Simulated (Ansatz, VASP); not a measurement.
# One calculation of In, two programs

Contents of INCAR:

```
SYSTEM = In
PREC = Accurate
ENCUT = 520
EDIFF = 1E-7
ISMEAR = 0
SIGMA = 0.05
LREAL = .FALSE.
LASPH = .TRUE.
NELM = 60
ALGO = Fast
ISIF = 2
LWAVE = .FALSE.
LCHARG = .FALSE.
GGA = PE
NBANDS = 12
```

Contents of KPOINTS:

```
Automatic mesh
0
G
  14 14 14
  0 0 0
```

The input POSCAR:

```
In
1.0
   -1.6261505014      1.6261505014      2.4730507625
    1.6261505014     -1.6261505014      2.4730507625
    1.6261505014      1.6261505014     -2.4730507625
In
1
Direct
    0.0000000000      0.0000000000      0.0000000000
```

Input for Ansatz:

```yaml
crystal:
  lattice:
    - [-1.6261505014, 1.6261505014, 2.4730507625]
    - [1.6261505014, -1.6261505014, 2.4730507625]
    - [1.6261505014, 1.6261505014, -2.4730507625]
  atoms:
    - { symbol: In, position: [0.0, 0.0, 0.0] }
basis:
  ecutwfc: 420
  ecutrho_ratio: 4
kpoints:
  mp_grid: { grid: [14, 14, 14] }
hamiltonian:
  xc: pbe
scf:
  occupations: { method: gaussian, width: 0.05 }
output:
  forces: true
  stress: true
  eigenvalues: true
  eigenstates:
    nscf_kmesh: { grid: [26, 26, 26] }
    de_dk: true
    e_range: [-2.5, 2.5]
  write_density: true
  write_potential: true
  elf: true
  volumetric_format: npy
```

Alike in both runs: task single point; functional PBE; k mesh 14 × 14 × 14; occupations gaussian, width 0.05 eV; no spin polarisation.

|  | VASP | Ansatz |
| --- | --- | --- |
| version | VASP 6.6.1 | Ansatz 0.2.0 |
| potentials or method | VASP PAW PBE potentials, release 64 (In_d) | scalar-relativistic, plane waves, PAW |
| plane-wave cutoff (eV) | 520 | 420 |
| valence electrons in the cell | 13 | 13 |

Ansatz gave:

- gap on the k mesh at the Fermi level (eV): none
- pressure (GPa): 1.9
- largest component of the traceless stress (GPa): 0.32

Problem. Estimate VASP's values.

Solution. gap on the k mesh at the Fermi level (eV): none; pressure (GPa): 1.9; largest component of the traceless stress (GPa): 0.31.

A gap of «none» marks a metal or a gap that the smearing closes. The functional is the same, so the differences come from potentials, cutoffs and numerics.
